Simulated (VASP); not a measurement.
# TiB2 (P6/mmm) in VASP: notebook

Runs on TiB2. Level: r2SCAN. Tasks: single point.

Everything below comes from runs of VASP 6.6.1. Logs are shortened: lines on timing, memory, paths and dates and some standing lists are left out, and cuts for length are marked.

## Step 1: The structure

It takes space group P6/mmm (No. 191, hexagonal). The conventional cell has a = 3.025 Å, b = 3.025 Å, c = 3.222 Å, α = 90.00°, β = 90.00°, γ = 120.00°. Ti (site symmetry 6/mmm) is surrounded by 12 B at 2.38 Å. B (site symmetry -6m2) has 3 B at 1.75 Å as nearest neighbours.

## Step 2: Single point, r2SCAN

Contents of POSCAR:

```
TiB2
1.0
    3.0248702133      0.0000000000      0.0000000000
   -1.5124351066      2.6196144479      0.0000000000
    0.0000000000      0.0000000000      3.2220676076
Ti B
1 2
Direct
    0.0000000000      0.0000000000      0.0000000000
    0.3333333333      0.6666666667      0.5000000000
    0.6666666667      0.3333333333      0.5000000000
```

Contents of INCAR.step1:

```
SYSTEM = TiB2
  PREC = Accurate
  ENCUT = 520
  ISMEAR = 0
  SIGMA = 0.1
  LREAL = .FALSE.
  LASPH = .TRUE.
  NELM = 100
  NBANDS = 16
  GGA = PE
  ALGO = Normal
  EDIFF = 1E-4
  LWAVE = .TRUE.
  LCHARG = .FALSE.
```

Contents of INCAR.step2:

```
SYSTEM = TiB2
  PREC = Accurate
  ENCUT = 520
  EDIFF = 1E-7
  ISMEAR = 0
  SIGMA = 0.1
  LREAL = .FALSE.
  LASPH = .TRUE.
  NELM = 100
  ALGO = Normal
  ISIF = 2
  LWAVE = .FALSE.
  LCHARG = .TRUE.
  METAGGA = R2SCAN
  LMIXTAU = .TRUE.
  LELF = .TRUE.
  LVHAR = .TRUE.
  NBANDS = 16
  ISTART = 1
```

Contents of KPOINTS:

```
Automatic mesh
0
G
  15 15 14
  0 0 0
```

Potentials or basis: VASP PAW PBE potentials, release 64 (Ti_sv, B).

Launch:

```console
$ cat potpaw_PBE.64/Ti_sv/POTCAR potpaw_PBE.64/B/POTCAR > POTCAR
$ cp INCAR.step1 INCAR
$ mpirun -np 1 vasp_std > vasp.out
$ cp INCAR.step2 INCAR
$ mpirun -np 1 vasp_std > vasp.out
```

OUTCAR:

```text
SYSTEM = TiB2
   PREC = Accurate
   ENCUT = 520
   EDIFF = 1E-7
   ISMEAR = 0
   LREAL = .FALSE.
   LASPH = .TRUE.
   NELM = 100
   ISIF = 2
   METAGGA = R2SCAN
   ISTART = 1

 ion  position               nearest neighbor table
   1  0.000  0.000  0.000-   2 2.38   3 2.38   2 2.38   3 2.38   3 2.38   3 2.38   2 2.38   2 2.38
                             3 2.38   3 2.38   2 2.38   2 2.38
   2  0.333  0.667  0.500-   3 1.75   3 1.75   3 1.75   1 2.38   1 2.38   1 2.38   1 2.38   1 2.38
                             1 2.38
   3  0.667  0.333  0.500-   2 1.75   2 1.75   2 1.75   1 2.38   1 2.38   1 2.38   1 2.38   1 2.38
                             1 2.38

  LATTYP: Found a hexagonal cell.
 ALAT       =     3.0248702133
 C/A-ratio  =     1.0651920183

  Lattice vectors:

 A1 = (   3.0248702133,   0.0000000000,   0.0000000000)
 A2 = (  -1.5124351066,   2.6196144479,   0.0000000000)
 A3 = (   0.0000000000,   0.0000000000,   3.2220676076)

Analysis of symmetry for initial positions (statically):
=====================================================================
 Subroutine PRICEL returns:
 Original cell was already a primitive cell.

 Routine SETGRP: Setting up the symmetry group for a
 hexagonal supercell.

 Subroutine GETGRP returns: Found 24 space group operations
 (whereof 24 operations were pure point group operations)
 out of a pool of 24 trial point group operations.

The static configuration has the point symmetry D_6h.

Analysis of symmetry for dynamics (positions and initial velocities):
=====================================================================
 Subroutine PRICEL returns:
 Original cell was already a primitive cell.

 Routine SETGRP: Setting up the symmetry group for a
 hexagonal supercell.

 Subroutine GETGRP returns: Found 24 space group operations
 (whereof 24 operations were pure point group operations)
 out of a pool of 24 trial point group operations.

The dynamic configuration has the point symmetry D_6h.

 Subroutine INISYM returns: Found 24 space group operations
 (whereof 24 operations are pure point group operations),
 and found     1 'primitive' translations

----------------------------------------------------------------------------------------

                                     Primitive cell

  volume of cell :      25.5316

  direct lattice vectors                    reciprocal lattice vectors
     3.024870213  0.000000000  0.000000000     0.330592696  0.190867782  0.000000000
    -1.512435107  2.619614448  0.000000000     0.000000000  0.381735564  0.000000000
     0.000000000  0.000000000  3.222067608     0.000000000  0.000000000  0.310359720

  length of vectors
     3.024870213  3.024870213  3.222067608     0.381735564  0.381735564  0.310359720

  position of ions in fractional coordinates (direct lattice)
     0.000000000  0.000000000  0.000000000
     0.333333333  0.666666667  0.500000000
     0.666666667  0.333333333  0.500000000

  ion indices of the primitive-cell ions
   primitive index   ion index
                 1           1
                 2           2
                 3           3

----------------------------------------------------------------------------------------

 KPOINTS: Automatic mesh

Automatic generation of k-mesh.
 Grid dimensions read from file:
 generate k-points for:   15   15   14

 Generating k-lattice:

  Cartesian coordinates                     Fractional coordinates (reciprocal lattice)
     0.022039513  0.012724519  0.000000000     0.066666667  0.000000000  0.000000000
     0.000000000  0.025449038  0.000000000     0.000000000  0.066666667  0.000000000
     0.000000000  0.000000000  0.022168551     0.000000000  0.000000000  0.071428571

  Length of vectors
     0.025449038  0.025449038  0.022168551

  Shift w.r.t. Gamma in fractional coordinates (k-lattice)
     0.000000000  0.000000000  0.000000000

 Subroutine IBZKPT returns following result:
 ===========================================

 Found    216 irreducible k-points:

 Following reciprocal coordinates:
            Coordinates               Weight
  0.000000  0.000000  0.000000      1.000000
  0.066667  0.000000  0.000000      6.000000
  0.133333 -0.000000  0.000000      6.000000
  0.200000  0.000000  0.000000      6.000000
  0.266667 -0.000000  0.000000      6.000000
  0.333333  0.000000  0.000000      6.000000
[... 16 lines left out ...]
  0.333333  0.200000  0.000000     12.000000
  0.400000  0.200000  0.000000      6.000000
 [... further k-points ...]
   k-points           NKPTS =    216   k-points in BZ     NKDIM =    216   number of bands    NBANDS=     16
   number of dos      NEDOS =    301   number of ions     NIONS =      3
   total plane-waves  NPLWV =  13824
   dimension x,y,z NGX =    24 NGY =   24 NGZ =   24
   dimension x,y,z NGXF=    48 NGYF=   48 NGZF=   48
   ions per type =               1   2
   NGX,Y,Z   is equivalent  to a cutoff of  13.19, 13.19, 12.38 a.u.
   NGXF,Y,Z  is equivalent  to a cutoff of  26.38, 26.38, 24.77 a.u.
 SYSTEM =  TiB2
   PREC   = accura    normal or accurate (medium, high low for compatibility)
   ISTART =      1    job   : 0-new  1-cont  2-samecut
   ICHARG =      0    charge: 1-file 2-atom 10-const
   ISPIN  =      1    spin polarized calculation?
   LNONCOLLINEAR =      F non collinear calculations
   LSORBIT =      F    spin-orbit coupling
   LASPH  =      T    aspherical Exc in radial PAW
   ENCUT  =  520.0 eV  38.22 Ry    6.18 a.u.   5.62  5.62  5.99*2*pi/ulx,y,z
   NELM   =    100;   NELMIN=  2; NELMDL=  0     # of ELM steps
   EDIFF  = 0.1E-06   stopping-criterion for ELM
   LREAL  =      F    real-space projection
   EDIFFG = 0.1E-05   stopping-criterion for IOM
   NSW    =      0    number of steps for IOM
   IBRION =     -1    ionic relax: 0-MD 1-quasi-New 2-CG
   NFREE  =      0    steps in history (QN), initial steepest desc. (CG)
   ISIF   =      2    stress and relaxation
   ISYM   =      2    0-nonsym 1-usesym 2-fastsym
   POTIM  = 0.5000    time-step for ionic-motion
   TEBEG  =    0.0;   TEEND  =   0.0 temperature during run
   PSTRESS=    0.0 pullay stress
   NELECT =      18.0000    total number of electrons
   NUPDOWN=      -1.0000    fix difference up-down
   EMIN   =  10.00;   EMAX   =-10.00  energy-range for DOS
   EFERMI =   0.00;   METHOD = LEGACY
   ISMEAR =     0;   SIGMA  =   0.10  broadening in eV -4-tet -1-fermi 0-gaus
   EFERMI_NEDOS =   21; number of points for ismear=-14 and -15
   IALGO  =     38    algorithm
   IMIX   =      4    mixing-type and parameters
     AMIX     =   0.40;   BMIX     =  1.00
     AMIX_MAG =   1.60;   BMIX_MAG =  1.00
  volume/ion in A,a.u.               =       8.51        57.43
  Fermi-wavevector in a.u.,A,eV,Ry     =   1.457044  2.753414 28.884869  2.122978
  Thomas-Fermi vector in A             =   2.573892
   LORBIT       =      0    0 simple, 1 ext, 2 COOP (PROOUT), +10 PAW based schemes
   METAGGA = R2SCAN    functional components
   LHFCALC =     F    Hartree Fock is set to
   AEXX    =    0.0000 exact exchange contribution
   IVDW    =     0    specifies the selected vdW correction
   LEPSILON=     F    determine dielectric tensor
   LRPA    =     F    only Hartree local field effects (RPA)
 non-spin polarized calculation
 Gauss-broadening in eV      SIGMA  =   0.10
  energy-cutoff  :      520.00
  volume of cell :       25.53
 maximum number of plane-waves:       719
 NGX is ok and might be reduce to    24
   NGX = 11   NGY = 11   NGZ = 11

 number of electron      18.0000001 magnetization

 Free energy of the ion-electron system (eV)
  ---------------------------------------------------
  ext. energy  EPLUGINS =         0.00000000
  ---------------------------------------------------
  free energy    TOTEN  =       -30.97271126 eV

  energy without entropy =      -30.97093971  energy(sigma->0) =      -30.97182548

 E-fermi :  10.2242     XC(G=0): -13.7705

 val. band max:       10.1675502942   @ k =   0.0667   0.0667   0.3571
 cond. band min:      10.2417031414   @ k =   0.2000   0.2000   0.0714
 fundamental gap:      0.0741528472
 Fermi energy:        10.2242385809

 k-point     1 :       0.0000    0.0000    0.0000
  band No.  band energies     occupation
      1     -49.1852      2.00000
      2     -24.5028      2.00000
      3     -24.1686      2.00000
      4     -24.1686      2.00000
      5      -4.3149      2.00000
      6       7.4114      2.00000
[... 8 lines left out ...]
     15      16.1490      0.00000
     16      17.2882      0.00000

 k-point     2 :       0.0667    0.0000    0.0000
  band No.  band energies     occupation
      1     -49.1826      2.00000
      2     -24.4995      2.00000
      3     -24.1877      2.00000
      4     -24.1728      2.00000
      5      -4.2240      2.00000
      6       7.1339      2.00000
[... 8 lines left out ...]
     15      16.7477      0.00000
     16      17.5876      0.00000

 k-point     3 :       0.1333   -0.0000    0.0000
  band No.  band energies     occupation
      1     -49.1755      2.00000
      2     -24.4903      2.00000
      3     -24.2417      2.00000
      4     -24.1849      2.00000
      5      -3.9547      2.00000
      6       6.3881      2.00000
[... 8 lines left out ...]
     15      18.0191      0.00000
     16      18.5008      0.00000

 k-point     4 :       0.2000    0.0000    0.0000
  band No.  band energies     occupation
      1     -49.1650      2.00000
      2     -24.4768      2.00000
      3     -24.3204      2.00000
      4     -24.2027      2.00000
      5      -3.5162      2.00000
      6       5.3606      2.00000
[... 8 lines left out ...]
     15      18.5284      0.00000
     16      19.5935      0.00000
[... 324 lines left out ...]
 k-point    22 :       0.2667    0.2000    0.0000
  band No.  band energies     occupation
      1     -49.1301      2.00000
      2     -24.5143      2.00000
      3     -24.4319      2.00000
      4     -24.3248      2.00000
      5      -1.2443      2.00000
      6       2.6405      2.00000
[... 8 lines left out ...]
     15      19.1336      0.00000
     16      20.4952      0.00000

 k-point    23 :       0.3333    0.2000    0.0000
  band No.  band energies     occupation
      1     -49.1243      2.00000
      2     -24.5389      2.00000
      3     -24.4245      2.00000
      4     -24.3519      2.00000
      5      -0.3564      2.00000
      6       1.6566      2.00000
[... 8 lines left out ...]
     15      19.2482      0.00000
     16      20.5680      0.00000

 k-point    24 :       0.4000    0.2000    0.0000
  band No.  band energies     occupation
      1     -49.1222      2.00000
      2     -24.5471      2.00000
      3     -24.4218      2.00000
      4     -24.3619      2.00000
      5       0.5085      2.00000
      6       0.7475      2.00000
[... 8 lines left out ...]
     15      19.3149      0.00000
     16      20.5878      0.00000

 [... further k-points ...]

------------------------ aborting loop because EDIFF is reached ----------------------------------------

  FORCE on cell =-STRESS in cart. coord.  units (eV):
  Direction    XX          YY          ZZ          XY          YZ          ZX
  --------------------------------------------------------------------------------------
  -------------------------------------------------------------------------------------
  Total        0.1277774      0.1277774      0.1542214      0.0000000      0.0000000      0.0000000
  in kB        8.0183665      8.0183665      9.6777939      0.0000000      0.0000000      0.0000000
  external PRESSURE =       8.5715090 kB  Pullay stress =       0.0000000 kB

 VOLUME and BASIS-vectors are now :
 -----------------------------------------------------------------------------
  energy-cutoff  :      520.00
  volume of cell :       25.53
      direct lattice vectors                 reciprocal lattice vectors
     3.024870213  0.000000000  0.000000000     0.330592696  0.190867782  0.000000000
    -1.512435107  2.619614448  0.000000000     0.000000000  0.381735564  0.000000000
     0.000000000  0.000000000  3.222067608     0.000000000  0.000000000  0.310359720

 POSITION                                       TOTAL-FORCE (eV/Angst)
 -----------------------------------------------------------------------------------
      0.00000      0.00000      0.00000         0.000000      0.000000     -0.000000
     -0.00000      1.74641      1.61103         0.000000      0.000000     -0.000000
      1.51244      0.87320      1.61103        -0.000000     -0.000000      0.000000
 -----------------------------------------------------------------------------------
    total drift:                               -0.000000      0.000000      0.000000

  FREE ENERGIE OF THE ION-ELECTRON SYSTEM (eV)
  ---------------------------------------------------
  free  energy   TOTEN  =       -30.9727112609 eV

  energy  without entropy=      -30.9709397082  energy(sigma->0) =      -30.97182548
```

It took 2 min on 1 thread of Intel Xeon 6975P-C (Granite Rapids), shared host; peak memory 0.21 GiB.

Results:

```yaml
Free_energy: -30.9727 eV
Pressure: 0.9 GPa
Band_gap_on_the_k_mesh: none (metal or under the smearing width)
```

Stress tensor (GPa, compression positive):
```
0.80 0.00 0.00
0.00 0.80 0.00
0.00 0.00 0.97
```

Caveat: the PAW data sets were made with another functional, which shifts forces and pressure a little.

## Step 3: Single point, r2SCAN

POSCAR is that of step 2.

Contents of INCAR.step1:

```
PREC = Accurate ; ENCUT = 520
ISMEAR = 0 ; SIGMA = 0.1
LREAL = False ; LASPH = True
NELM = 100 ; NBANDS = 16
GGA = PE ; ALGO = Normal
EDIFF = 1E-4 ; LWAVE = True
LCHARG = False
```

Contents of INCAR.step2:

```
PREC = Accurate ; ENCUT = 520
EDIFF = 1E-6 ; ISMEAR = 0
SIGMA = 0.1 ; LREAL = False
LASPH = True ; NELM = 100
ALGO = Normal ; ISIF = 2
LWAVE = False ; LCHARG = False
METAGGA = R2SCAN ; LMIXTAU = True
NBANDS = 16 ; ISTART = 1
```

Contents of KPOINTS:

```
Automatic mesh
0
Gamma
  15 15 14
```

Potentials or basis: VASP PAW PBE potentials, release 64 (Ti_sv, B).

Launch:

```console
$ cat potpaw_PBE.64/Ti_sv/POTCAR potpaw_PBE.64/B/POTCAR > POTCAR
$ cp INCAR.step1 INCAR
$ mpirun -np 1 vasp_std > vasp.out
$ cp INCAR.step2 INCAR
$ mpirun -np 1 vasp_std > vasp.out
```

Wall time 96 s (1 thread of Intel Xeon 6975P-C (Granite Rapids), shared host); peak memory 0.21 GiB.

The run converged. Its results:

```yaml
Free_energy: -30.9727 eV
Pressure: 0.8 GPa
Band_gap_on_the_k_mesh: none (metal or under the smearing width)
```

Stress tensor (GPa, compression positive):
```
0.78 0.00 0.00
0.00 0.78 0.00
0.00 0.00 0.96
```

Levels at points of the mesh, in eV from the Fermi level:
| k point | band 6 | band 7 | band 8 | band 9 | band 10 | band 11 | band 12 | band 13 |
| --- | --- | --- | --- | --- | --- | --- | --- | --- |
| (0.00, 0.00, 0.00) | -2.81 | -2.81 | -2.63 | -2.23 | 1.97 | 1.97 | 3.85 | 3.85 |
| (0.00, 0.00, 0.50) | -8.18 | -0.66 | -0.66 | -0.24 | -0.24 | 0.45 | 0.45 | 1.76 |

Caveat: the PAW data sets were made with another functional, which shifts forces and pressure a little.

## Step 4: Single point, r2SCAN

This run uses another cell than the first one, of 8.00 Å³/atom, 0.940 times its volume.

Contents of POSCAR:

```
TiB2
1.0
    2.9712221872      0.0000000000      0.0000000000
   -1.4856110936      2.5731538944      0.0000000000
    0.0000000000      0.0000000000      3.1391042159
Ti B
1 2
Direct
    0.0000000000      0.0000000000      0.0000000000
    0.3333333333      0.6666666667      0.5000000000
    0.6666666667      0.3333333333      0.5000000000
```

Contents of INCAR.step1:

```
SYSTEM = TiB2
ALGO     = Normal         ! electronic algorithm
EDIFF    = 1E-4           ! SCF threshold, eV
ENCUT    = 520            ! plane-wave cutoff, eV
GGA      = PE             ! functional
ISMEAR   = 0              ! smearing method
LASPH    = .True.         ! aspherical terms in the spheres
LCHARG   = .False.        ! write CHGCAR
LREAL    = .False.        ! projectors in reciprocal space
LWAVE    = .True.         ! write WAVECAR
NBANDS   = 16             ! bands
NELM     = 100            ! most SCF steps
PREC     = Accurate       ! precision mode
SIGMA    = 0.1            ! smearing width, eV
```

Contents of INCAR.step2:

```
SYSTEM = TiB2
ALGO     = Normal         ! electronic algorithm
EDIFF    = 1E-7           ! SCF threshold, eV
ENCUT    = 520            ! plane-wave cutoff, eV
ISIF     = 2              ! what is computed and relaxed
ISMEAR   = 0              ! smearing method
ISTART   = 1            
LASPH    = .True.         ! aspherical terms in the spheres
LCHARG   = .True.         ! write CHGCAR
LELF     = .True.         ! ELF
LMIXTAU  = .True.       
LREAL    = .False.        ! projectors in reciprocal space
LVHAR    = .True.       
LWAVE    = .False.        ! write WAVECAR
METAGGA  = R2SCAN         ! meta-GGA
NBANDS   = 16             ! bands
NELM     = 100            ! most SCF steps
PREC     = Accurate       ! precision mode
SIGMA    = 0.1            ! smearing width, eV
```

Contents of KPOINTS:

```
k-points
0
Gamma
  15 15 14
  0 0 0
```

Launch:

```console
$ cat potpaw_PBE.64/Ti_sv/POTCAR potpaw_PBE.64/B/POTCAR > POTCAR
$ cp INCAR.step1 INCAR
$ mpirun -np 1 vasp_std > vasp.out
$ cp INCAR.step2 INCAR
$ mpirun -np 1 vasp_std > vasp.out
```

It took 2.2 min on 1 thread of Intel Xeon 6975P-C (Granite Rapids), shared host; peak memory 0.21 GiB.

The run converged. Its results:

```
Free energy            : -30.8803 eV
Pressure               : 19.0 GPa
Band gap on the k mesh : none (metal or under the smearing width)
```

Stress tensor (GPa, compression positive):
```
18.92  0.00  0.00
 0.00 18.92  0.00
 0.00  0.00 19.15
```

Levels at points of the mesh, in eV from the Fermi level:
```csv
k point,band 7,band 8,band 9,band 10,band 11,band 12
"(0.00, 0.00, 0.00)",-3.01,-2.54,-2.36,2.18,2.18,4.23
"(0.00, 0.00, 0.50)",-0.69,-0.69,-0.31,-0.31,0.49,0.49
```

Caveat: so large a pressure means that the cell lies far from this level's equilibrium, or that cutoff or potentials fall short; the potentials were made for another functional, which shifts forces and pressure.
